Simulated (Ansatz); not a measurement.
# GaCuSe2 in Ansatz: the effect of target pressure

GaCuSe2:

```
Se Ga Cu
1.0
    -2.80955    2.80955    5.51300
     2.80955   -2.80955    5.51300
     2.80955    2.80955   -5.51300
Se Ga Cu
4 2 2
Direct
  0.12562 0.62500 0.00062
  0.87500 0.87438 0.49938
  0.62438 0.12500 0.99938
  0.37500 0.37562 0.50062
  0.25000 0.75000 0.50000
  0.50000 0.50000 0.00000
  0.75000 0.25000 0.50000
  0.00000 0.00000 0.00000
```

Alike in all runs:

```yaml
Program: Ansatz 0.2.0
Task: relaxation of cell and atoms
Functional: r2SCAN
Potentials_or_basis: Ansatz PAW
Cutoff: "500 eV (not typed: the program's choice for these potentials)"
k_mesh: 7 × 7 × 7
Occupations: fermi-dirac, width 0.05 eV
Spin: no spin polarisation
```

Each run relaxes the cell or the atoms first.

```csv
target pressure,relaxed volume (Å³/atom),gap on the mesh (eV)
0 GPa,21.81,0.57
2 GPa,21.24,0.69
5 GPa,?,?
10 GPa,19.54,1.11
20 GPa,18.14,1.52
30 GPa,17.13,1.66
```

Task: What does the run with target pressure 5 GPa give?

Result: Relaxed volume 20.51 Å³/atom; gap on the mesh 0.86 eV.

Worked out: In Murnaghan's law V^(-B') rises as a straight line in P. The other rows fit best with B' = 4.2, V0 = 21.81 Å³/atom and B0 = 72 GPa, which gives 20.52 Å³/atom at 5 GPa, against the run's 20.51. A parabola through the other rows of the gap on the mesh, of slope 0.0569 eV per GPa there, gives 0.87 eV, against the run's 0.86.

Caveats: odd divisions of the mesh miss points on the zone boundary, where band edges often lie, so the gap on the mesh can be too wide; the plane-wave basis is chosen anew once the cell has moved, so the energies of steps on either side of that aren't comparable; the PAW data sets come from PBE, with cores solved anew for the run's functional, which leaves a small shift of forces and pressure; the volume moved by over 15 % at a fixed basis, so the end points are rough (some runs).

A k mesh can miss the band edges.
